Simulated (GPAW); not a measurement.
Wanted: an ASE script for a GPAW 26.7.0 run.

| Item | Value |
| --- | --- |
| Task | equation of state |
| Functional | PBE |
| Dispersion | D3 |
| Potentials or basis | GPAW PAW data sets (gpaw-data 1.2.1) |
| Cutoff | 800 eV |
| Basis | pw |
| k mesh | 7 × 7 × 7 |
| Occupations | fermi-dirac, width 0.05 eV |
| Spin | no spin polarisation |
| Maxiter | 150 |
| Eos scales | [0.94, 0.96, 0.98, 1.0, 1.02, 1.04, 1.06] |

LiCl:

```
Cl Li
1.0
     0.00000    2.56477    2.56477
     2.56477    0.00000    2.56477
     2.56477    2.56477    0.00000
Cl Li
1 1
Direct
  0.50000 0.50000 0.50000
  0.00000 0.00000 0.00000
```

These files were run (other wordings do the same):

run.py

```python
from ase.calculators.mixing import SumCalculator
from ase.eos import EquationOfState
from ase.io import Trajectory
from ase.spacegroup import crystal
from ase.units import GPa
from dftd3.ase import DFTD3
from gpaw import GPAW, PW

# Cl 4b
# Li 4a
atoms = crystal(['Cl', 'Li'],
                basis=[[0.5, 0.0, 0.0],
                       [0.0, 0.0, 0.0]],
                spacegroup=225, setting=1,  # Fm-3m
                cellpar=[5.12954, 5.12954, 5.12954, 90.0, 90.0, 90.0],
                primitive_cell=True)

traj = Trajectory('eos.traj', 'w')
volumes, energies = [], []
for x in [0.94, 0.96, 0.98, 1.0, 1.02, 1.04, 1.06]:
    a = atoms.copy()
    a.set_cell(atoms.cell * x**(1 / 3), scale_atoms=True)
    calc = GPAW(mode=PW(800),
                xc='PBE',
                kpts={'size': (7, 7, 7), 'gamma': True},
                occupations={'name': 'fermi-dirac', 'width': 0.05},
                nbands=11,
                convergence={'density': 1e-05, 'energy': 1e-05},
                maxiter=150,
                txt=f'eos-{x:.2f}.txt')
    a.calc = SumCalculator([calc, DFTD3(method='pbe', damping='d3zero')])
    energies.append(a.get_potential_energy())
    volumes.append(a.get_volume())
    p = -a.get_stress()[:3].mean() / GPa
    calc.write(f'eos-{x:.2f}.gpw')
    traj.write(a)
    print(f'{x:.2f} {volumes[-1]:10.4f} A^3 {energies[-1]:14.6f} eV {p:9.3f} GPa', flush=True)

v0, e0, B = EquationOfState(volumes, energies, eos='birchmurnaghan').fit()
print(f'V0 = {v0:.4f} A^3, E0 = {e0:.6f} eV, B0 = {B / GPa:.2f} GPa')
```

Potentials or basis: GPAW PAW data sets (gpaw-data 1.2.1), pw.

Run with:

```console
$ OMP_NUM_THREADS=1 python run.py
```

It gave:

- Equilibrium volume: 16.51 Å³/atom
- Bulk modulus: 35 GPa
- Pressure derivative of the bulk modulus: 4.4

Wall time 47 s on 1 thread of Arm Neoverse V1, with other jobs on the host, peak memory 0.19 GiB.
